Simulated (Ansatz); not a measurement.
## Ga$_{2}$O$_{3}$ (C2/m), a sublattice moved along a line

Method: DFT PBE, scalar-relativistic, plane waves, PAW in Ansatz. Settings: plane waves to 420 eV, k-mesh 10×10×6 (Γ-centred), Gaussian smearing 0.05 eV. No spin polarisation. Energies are free energies at this smearing, counted from the undisturbed cell; pressure is positive in compression.

Zero of the scan (relaxed at this level):

```
Ga O
1.0
     6.22743   -1.54176    0.01149
     6.22743    1.54176    0.01149
    -1.40272    0.00000    5.70769
Ga O
4 6
Direct
  0.08991 0.08991 0.79472
  0.91009 0.91009 0.20528
  0.65850 0.65850 0.31420
  0.34150 0.34150 0.68580
  0.16349 0.16349 0.10921
  0.83651 0.83651 0.89079
  0.17370 0.17370 0.56436
  0.82630 0.82630 0.43564
  0.49602 0.49602 0.25668
  0.50398 0.50398 0.74332
```

Every Ga atom is moved by x along the Cartesian unit vector (0.577, 0.577, 0.577); the cell and all other atoms stay fixed.

```tsv
x (Å)	ΔE (meV/cell)	force along x on the moved atoms (eV/Å)	pressure (GPa)	gap on the mesh (eV)
-0.1000	234.6	4.74	1.1	2.02
-0.0500	58.2	2.33	0.3	2.01
0.0000	0.0	0.00	0.0	2.01
0.0750	131.4	-3.52	0.6	2.01
```